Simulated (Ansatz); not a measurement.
# TiO$_{2}$ under strain

The calculation used DFT r2SCAN+U, scalar-relativistic, plane waves, PAW in Ansatz. (500 eV cutoff, 6×4×6 k-mesh, Gaussian smearing of 0.02 eV, no spin polarisation, U_eff Ti 4.0 eV on d shells)

The relaxed crystal:

```
Ti O
1.0
     4.55637    0.00000    0.00000
     0.00000    5.50918    0.00000
     0.00000    0.00000    4.94716
Ti O
4 8
Direct
  0.50000 0.66859 0.75000
  0.00000 0.83141 0.25000
  0.50000 0.33141 0.25000
  0.00000 0.16859 0.75000
  0.72759 0.61637 0.08095
  0.22759 0.88363 0.91905
  0.77241 0.88363 0.58095
  0.27241 0.61637 0.41905
  0.72759 0.38363 0.58095
  0.22759 0.11637 0.41905
  0.77241 0.11637 0.08095
  0.27241 0.38363 0.91905
```

Deformation: biaxial strain in the a-b plane, with the length and tilt of c and the atoms relaxed, all within the symmetry that the strain leaves. Energies are extrapolated to zero smearing. Gaps are generalised Kohn–Sham gaps over the whole zone.

```csv
strain (%),ΔE (meV/atom),a (Å),b (Å),c (Å),gap (eV)
-2.0,10.7,4.465,5.399,5.028,3.37
-1.0,2.6,4.511,5.454,4.987,3.39
+0.0,0.0,4.556,5.509,4.947,3.39
+1.0,2.5,4.602,5.564,4.906,3.39
+2.0,9.5,4.647,5.619,4.866,3.37
```

Task: What stiffness (1/V) d²E/dε² at zero strain does a cubic fit over all points give?

Result: A cubic fit gives (1/V) d²E/dε² = 783 GPa at zero strain (twice the biaxial modulus).

Task: How does the free axis c answer a small strain?

Result: Between the innermost points its strain is -0.82 times the applied one.

Task: How fast does the gap move with strain on either side?

Result: -1 meV per percent on the compressed side and -2 meV per percent on the stretched side; it is indirect at -1.0 %, indirect at zero and indirect at +1.0 %.

This form isn't the usual stable structure of the compound.